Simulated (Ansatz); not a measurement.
Consider the formal exchange of groups at a C–C bond: `FC(Cl)C(F)(F)F` + `FC[SiH3]` → `F[C@@H]([SiH3])[C@@H](F)Cl` + trifluoromethane.

Computed with Ansatz on PBE0-D4/def2-TZVP structures; ΔE is electronic, products minus reactants. CCSD(T)/CBS adds triple-zeta CCSD(T) − MP2 to the extrapolated MP2 energy (def2 sets, frozen cores). This one scheme is used for every species. One conformer a species, not always the lowest.

`FC(Cl)C(F)(F)F`:

Z-matrix (Å, degrees):
```
C
Cl 1 1.755
C 1 1.533 2 110.7
F 1 1.349 2 110.5 3 -120.1
H 1 1.091 2 108.4 3 119.7
F 3 1.330 1 110.2 2 61.3
F 3 1.325 1 112.1 2 -60.2
F 3 1.334 1 108.9 2 179.9
```

`FC[SiH3]`:

Z-matrix (Å, degrees):
```
C
Si 1 1.895
F 1 1.391 2 110.4
H 1 1.095 2 111.2 3 120.0
H 1 1.095 2 111.2 3 -120.0
H 2 1.484 1 110.0 3 60.5
H 2 1.484 1 110.0 3 -60.5
H 2 1.488 1 107.8 3 180.0
```

`F[C@@H]([SiH3])[C@@H](F)Cl`:

```xyz
11

F     1.401    0.805   -0.886
C     0.667   -0.034   -0.066
Si   -0.444    1.047    1.059
C    -0.115   -1.028   -0.882
F    -1.106   -0.412   -1.584
Cl    0.917   -1.914   -2.021
H     1.372   -0.604    0.551
H     0.449    1.804    1.969
H    -1.255    1.969    0.234
H    -1.316    0.140    1.851
H    -0.570   -1.773   -0.225
```

`FC(F)F`:

```xyz
5

F     0.597   -0.273   -1.135
C    -0.044   -0.040    0.008
F     0.830   -0.125    1.008
F    -0.530    1.199   -0.025
H    -0.852   -0.762    0.145
```

| level | ΔE (kJ/mol) |
| --- | --- |
| HF/def2-QZVPP | -11.9 |
| MP2/def2-QZVPP | -19.7 |

Q: What does CCSD(T)/CBS give? (An estimate is asked.)

A: The calculation gave: -16.4 kJ/mol. The listed levels differ from it by 4.5, -3.3 kJ/mol.

Largest T1 diagnostic among the species: 0.012.

In def2-TZVPP, CCSD(T) changes the Hartree–Fock value by −4.8 kJ/mol (the triples alone add −0.9 kJ/mol) and MP2 by −8.0 kJ/mol.

CCSD(T)/CBS has its own doubt, a few kJ/mol and more with outer-core shells, so smaller differences from it don't rank the levels.
